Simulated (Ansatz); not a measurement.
AlCo3: which magnetic state is lowest?

Method: Ansatz 0.2.0, DFT r2SCAN, scalar-relativistic, plane waves, PAW.

```yaml
crystal:
  lattice:
    - [3.57495, 0.00000, 0.00000]
    - [0.00000, 3.57495, 0.00000]
    - [0.00000, 0.00000, 3.57495]
  atoms:
    - { symbol: Al, position: [0.00000, 0.00000, 0.00000] }
    - { symbol: Co, position: [0.50000, 0.50000, 0.00000] }
    - { symbol: Co, position: [0.50000, 0.00000, 0.50000] }
    - { symbol: Co, position: [0.00000, 0.50000, 0.50000] }
```

- plane-wave cutoff: 500 eV
- Γ-centred k-mesh: 12×12×12
- occupation rule: Gaussian smearing, 0.1 eV
- list of starting moments (μB, in atom order): 0 3 3 3
- check for lower electronic states after the SCF: off

All runs keep this geometry, which isn't relaxed for the lowest state (largest force there 0.000 eV/Å, pressure -2.9 GPa) and needn't be a stable compound; relaxing each order would shift the differences by some 40 meV/atom, going by the pressures and a bulk modulus of about 150 GPa. r2SCAN tends to overstate moments in metals, so a weak moment here may be absent in the real material. Site moments are spin moments in atom-centred spheres that scale with the neighbour distance. The states are those that the runs reached from these starts; a lower one can exist. No antiferromagnetic start is among these.

Q: Order the starts by the energy of the state that they reach, lowest first.
A. no spin
B. ferromagnetic

A: B (0.00 meV/atom), A (187 meV/atom).

| start | ends | energy above lowest (meV/atom) | site moments (μB) | gap on mesh (eV) | P (GPa) |
| --- | --- | --- | --- | --- | --- |
| no spin | non-magnetic | 187 | none over 0.05 | metal | -13.1 |
| ferromagnetic | ferromagnetic | 0.00 | Al -0.12, Co +1.58 (×3) | metal | -2.9 |